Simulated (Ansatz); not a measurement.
The system is TiCo.

```xyz
2
Lattice="2.9861 0.0000 0.0000 0.0000 2.9861 0.0000 0.0000 0.0000 2.9861" Properties=species:S:1:pos:R:3 pbc="T T T"
Co    1.4931    1.4931    1.4931
Ti    0.0000    0.0000    0.0000
```

The cell comes from a database or a generator and needn't be the stable form of this composition.

| Item | Value |
| --- | --- |
| Program | Ansatz 0.2.0 |
| Task | relaxation of cell and atoms |
| Functional | HSE06 |
| Potentials or basis | Ansatz PAW |
| Cutoff | 420 eV (not typed: the program's choice for these potentials) |
| k mesh | 5 × 5 × 5 |
| Occupations | fermi-dirac, width 0.05 eV |
| Spin | collinear spin, ferromagnetic start |
| Starting moments | [2.0, 1.0] μB |

At the start: volume 13.31 Å³/atom.

**Question.** How do energy, volume and symmetry change on relaxing?

**Answer.** It ends after 4 steps and the volume is 13.79 Å³/atom (+3.6 %); space group Pm-3m (No. 221, to 0.05 Å); moment 1.00 μB per cell.

Step by step:
```csv
step,energy change (eV),largest force (eV/Å),volume (Å³)
1,0.0000,0.0000,26.63
2,-0.0152,0.0000,27.51
3,-0.0152,0.0000,27.58
4,-0.0164,0.0000,27.58
```

Final structure:
```
Co Ti
1.0
     3.02116    0.00000    0.00000
     0.00000    3.02116    0.00000
     0.00000    0.00000    3.02116
Co Ti
1 1
Direct
  0.50000 0.50000 0.50000
  0.00000 0.00000 0.00000
```

Caveat: the k mesh is coarse (spacing up to 0.42 Å⁻¹), so the values aren't converged, least of all with exact exchange; the magnetic or orbital state may not be the lowest; the plane-wave basis is chosen anew once the cell has moved, so the energies of steps on either side of that aren't comparable; the PAW data sets come from PBE, with cores solved anew for the run's functional, which leaves a small shift of forces and pressure; the starting moments weren't kept.
